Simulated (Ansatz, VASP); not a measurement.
## Two plane-wave programs on PtS2

```xyz
3
Lattice="3.6318 0.0000 0.0000 -1.8159 3.1452 0.0000 0.0000 0.0000 5.1648" Properties=species:S:1:pos:R:3 pbc="T T T"
Pt    0.0000    0.0000    0.0000
S     0.0000    2.0968    1.2912
S     1.8159    1.0484    3.8736
```

Change from the starting cell: strain +0.025 along x and y, +0.025 along z, atoms carried along.

Alike in both runs: task single point; functional PBEsol; k mesh 12 × 12 × 8; occupations gaussian, width 0.05 eV; no spin polarisation.

```csv
,VASP,Ansatz
version,VASP 6.6.1,Ansatz 0.2.0
potentials or method,"VASP PAW PBE potentials, release 64 (Pt, S)","scalar-relativistic, plane waves, PAW"
plane-wave cutoff (eV),520,420
valence electrons in the cell,22,30
```

```csv
,VASP,Ansatz,Ansatz less VASP
gap on the k mesh at the Fermi level (eV),0.42,0.41,-0.002
least direct gap on the mesh (eV),0.67,0.67,-0.006
pressure (GPa),-11.4,-11.2,+0.23
largest component of the traceless stress (GPa),0.71,0.63,-0.083
rms of the force components (eV/Å),0.639,0.630,-0.0094
```

Atom by atom the forces differ by 0.009 eV/Å (rms over components). The two sets of potentials don't hold the same shells in valence.

Caveats: the PAW data sets were made with another functional, which shifts forces and pressure a little (VASP); spin-orbit coupling is left out, which moves the levels of the heavy elements; the cell's inner coordinates are idealised or old, which leaves forces on the atoms.
